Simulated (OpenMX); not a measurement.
# GaN under changes of volume

One of the cells (11.444 Å³/atom); the others are scaled copies at fixed shape and fractional positions:

```
CELL_PARAMETERS angstrom
0.00000 2.25350 2.25350
2.25350 0.00000 2.25350
2.25350 2.25350 0.00000
ATOMIC_POSITIONS crystal
Ga 0.00000 0.00000 0.00000
N 0.25000 0.25000 0.25000
```

The cell is a database's computed one.

| Item | Value |
| --- | --- |
| Program | OpenMX 3.8.5 |
| Functional | LDA |
| Potentials or basis | OpenMX 2013 LDA set, Ga7.0-s3p2d2, N6.0-s2p2d1, fixed grid of 35 × 35 × 35 points |
| k mesh | 11 × 11 × 11 |
| Occupations | fermi-dirac, width 0.05 eV |
| Spin | no spin polarisation |

```tsv
volume (Å³/atom)	energy over the lowest point (meV/atom)	gap on the mesh (eV)
10.757	?	?
10.986	2.68	2.60
11.215	0.00	2.45
11.444	3.27	2.29
11.673	11.21	2.14
11.902	23.42	1.99
12.131	40.02	1.85
```

Question: What does the run at 10.757 Å³/atom give?

Answer: Energy over the lowest point 11.60 meV/atom; gap on the mesh 2.77 eV.

Worked out: A Birch-Murnaghan fit of order 3 (a polynomial in V^(-2/3)) to the other rows has its minimum at 11.20 Å³/atom with B0 = V·E''(V) = 190 GPa and B' = 4.3. It gives 11.29 meV/atom at 10.757 Å³/atom, against the run's 11.60. A straight line through the other rows of the gap, of slope -7.61 eV per unit of ln V (its deformation potential), extrapolates to 2.76 eV, against the run's 2.77.

Energies are extrapolated to zero smearing.

Caveats: the basis has few d functions beyond the semicore shells, which can make volumes several per cent too large; the basis of atomic orbitals isn't converged, which shifts pressures, moduli and gaps; an odd mesh through Γ misses points on the zone boundary, where band edges often lie (some runs).

Spin-orbit coupling on Ga is left out.
